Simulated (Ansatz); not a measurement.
# AgCl: the cost of one run

Computed with Ansatz 0.2.0 (DFT PBE, scalar-relativistic, plane waves, PAW, unless a step's input says otherwise).

1 further run of the same task is left out (set aside as unsound or not needed).

## Step 1: The starting structure

The structure is tetragonal, space group I-4m2 (No. 119). Conventional cell: a = 4.296 Å, b = 4.296 Å, c = 6.024 Å, α = 90.00°, β = 90.00°, γ = 90.00°. Around Ag (site symmetry -4m2) lie 4 Cl at 2.62 Å. Cl (site symmetry -4m2) is surrounded by 4 Ag at 2.62 Å.

As a file:

```
CELL_PARAMETERS angstrom
-2.14824 2.14824 3.01181
2.14824 -2.14824 3.01181
2.14824 2.14824 -3.01181
ATOMIC_POSITIONS crystal
Ag 0.25000 0.75000 0.50000
Cl 0.00000 0.00000 0.00000
```

The cell was relaxed beforehand at this level, from a generated guess; it needn't be the stable form of this composition. At a tolerance of 0.02 Å it has space group I-4m2 (No. 119); it has 27.80 Å³/atom, an uncorrected energy of -0.48 eV/atom over the elements.

## Step 2: Static run: bands, density of states and charges

The input, input.yaml:

```yaml
crystal:
  lattice:
    - [-2.1482433029, 2.1482433029, 3.0118127156]
    - [2.1482433029, -2.1482433029, 3.0118127156]
    - [2.1482433029, 2.1482433029, -3.0118127156]
  atoms:
    - { symbol: Ag, position: [0.25, 0.75, 0.5] }
    - { symbol: Cl, position: [0.0, 0.0, 0.0] }
basis:
  ecutwfc: 420
kpoints:
  mp_grid: { grid: [10, 10, 10] }
  band_path:
    path:
      - [[0.0, 0.0, 0.0], [0.0, 0.0, 0.5], [0.25, 0.25, 0.25], [0.0, 0.5, 0.0], [0.0, 0.0, 0.0], [0.5, 0.5, -0.5], [0.37718943, 0.62281057, -0.37718943]]
      - [[-0.37718943, 0.37718943, 0.37718943], [0.0, 0.0, 0.0]]
      - [[0.0, 0.0, 0.5], [-0.25437886, 0.25437886, 0.5]]
      - [[0.5, 0.5, -0.25437886], [0.5, 0.5, -0.5]]
    npoints: 14
hamiltonian:
  xc: pbe
scf:
  occupations: { method: gaussian, width: 0.02 }
  n_extra_bands: 6
output:
  forces: true
  stress: true
  eigenvalues: true
  populations: true
  dos: { projected: true, de: 0.02, nscf_kmesh: { grid: [15, 15, 15] } }
  bader: true
  write_density: true
  write_potential: true
  elf: true
  volumetric_format: npy
```

Command:

```console
$ ansatz run input.yaml --threads 1 --pin off --max-ram 2560MiB --backend cpu --events-out ev --progress --plain --runs-dir out
```

What time and memory should one allow on 1 thread of Arm Neoverse V1, shared host?

About 46 s, with a peak of 0.43 GiB.
